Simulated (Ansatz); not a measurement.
Set up this calculation in Ansatz 0.2.0, as the native input.

- Task: single point
- Functional: PBE
- Potentials or basis: Ansatz PAW
- Cutoff: 420 eV (not typed: the program's choice for these potentials)
- k mesh: 8 × 8 × 8
- Occupations: gaussian, width 0.023 eV
- Spin: no spin polarisation

Crystal: InSe.

```
In Se
1.0
     2.00000    1.15470    8.44000
    -2.00000    1.15470    8.44000
     0.00000   -2.30940    8.44000
In Se
2 2
Direct
  0.88860 0.88860 0.88860
  0.00000 0.00000 0.00000
  0.17190 0.17190 0.17190
  0.38350 0.38350 0.38350
```

These files were run (other wordings do the same):

input.yaml

```yaml
crystal:
  lattice:
    - [2.0, 1.1547005384, 8.44]
    - [-2.0, 1.1547005384, 8.44]
    - [0.0, -2.3094010768, 8.44]
  atoms:
    - { symbol: In, position: [0.8886, 0.8886, 0.8886] }
    - { symbol: In, position: [0.0, 0.0, 0.0] }
    - { symbol: Se, position: [0.1719, 0.1719, 0.1719] }
    - { symbol: Se, position: [0.3835, 0.3835, 0.3835] }
hamiltonian:
  xc: pbe
  pseudopotentials: { kind: paw }
kpoints:
  mp_grid: { grid: [8, 8, 8] }
scf:
  occupations: { method: gaussian, width: 0.023 }
output:
  forces: true
  stress: true
  eigenvalues: true
```

Potentials or basis: Ansatz PAW.

The run is started by

```bash
$ ansatz run input.yaml --threads 2 --pin off --max-ram 5632MiB --backend cpu --events-out ev --progress --plain --runs-dir out
```

It gave:

| Property | Result |
| --- | --- |
| Pressure | 2.7 GPa |
| Largest force | 0.365 eV/Å |
| Band gap on the k mesh | 0.44 eV, direct |

Caveat: spin-orbit coupling is left out, which moves the levels of the heavy elements.

Wall time 23 s on 2 threads of Intel(R) Xeon(R) Processor @ 2.50GHz (Skylake/Cascade Lake), with other jobs on the host, peak memory 0.51 GiB.
